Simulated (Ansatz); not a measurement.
# Ca: strain energy, fitted

Ca, P6_3/mmc, a = 3.902 Å, c = 12.809 Å. This isn't the element's structure at ambient conditions. Ansatz: PBE, PAW, 420 eV, Γ-centred 15×15×4 mesh on 4 atoms, Gaussian smearing 0.10 eV; no spin polarisation. Series: biaxial strain in the a-b plane, c and atoms relaxed; x is the strain in per cent. y is the free energy over the unstrained cell, V0 = 42.227 Å³/atom.

| x (%) | y (meV/atom) |
| --- | --- |
| -6.0 | ? |
| -4.0 | 19.43 |
| -2.0 | 4.62 |
| 0.0 | 0.00 |
| 2.0 | 4.27 |
| 4.0 | 15.95 |
| 6.0 | 33.39 |

Question: Fit y = c2 x² + c3 x³ to the other rows, turn c2 into a modulus, and predict the missing energy.

Answer: Least squares on the rows shown. y = 1.1018 x² − 0.028751 x³. In eV per unit strain² c2 is 11.02; M is the biaxial modulus (E = M V0 ε²): 11.02 × 160.2 / (42.227) = 42 GPa. At x = -6.0 the fit asked for gives 45.88 meV/atom. The run gave 46.10 meV/atom, so the fit is 0.22 meV/atom too low, 0.48 % of the span of the series, against an rms of 0.09 meV/atom on the fitted rows. The row lies outside the fitted range. With a term in x⁴ added, a fit to the same known rows predicts 45.12 meV/atom, further off still.

Cost: 7 runs of about 5.9 core-minutes in all, on Arm Neoverse V2 (shared hosts).